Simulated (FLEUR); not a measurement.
**W2C: equation of state with PBE**

W2C:

```
W C
1.0
     3.07005    0.00000    0.00000
    -1.53502    2.65874    0.00000
     0.00000    0.00000    4.67843
W C
2 1
Cartesian
  1.5350 0.8862 1.1868
  0.0000 1.7725 3.4917
  0.0000 0.0000 0.0000
```

The cell comes from a database or a generator and needn't be the stable form of this composition.

```
Program                  : FLEUR MaX-R8.1 (later development tree)
Task                     : equation of state
Functional               : PBE
Potentials or basis      : all-electron
Basis                    : FLAPW
Kmax                     : 5.22 1/bohr
k mesh                   : 10 × 10 × 6
Occupations              : fermi-dirac, width 0.05 eV
Spin                     : no spin polarisation
Gmax                     : 16.2 1/bohr
Muffin-tin radii         : W 2.24, C 1.38 bohr
lmax                     : W 9, C 8
Local orbitals a species : W 4, C 3
```

- Equilibrium volume: 12.67 Å³/atom
- Bulk modulus at fixed shape and positions: 334 GPa
- Pressure derivative of the bulk modulus: 4.3

Energy against volume, from the lowest point:
```csv
volume (Å³/atom),energy (meV/atom)
11.965,44.89
12.220,17.44
12.475,2.92
12.729,0.00
12.984,7.49
13.238,24.38
13.493,49.68
```

Caveat: the cell was scaled at fixed shape and fractional positions, which overstates the stiffness of a crystal with free parameters, most of all of layers and chains. Spin-orbit coupling is left out, which matters for the levels of W.
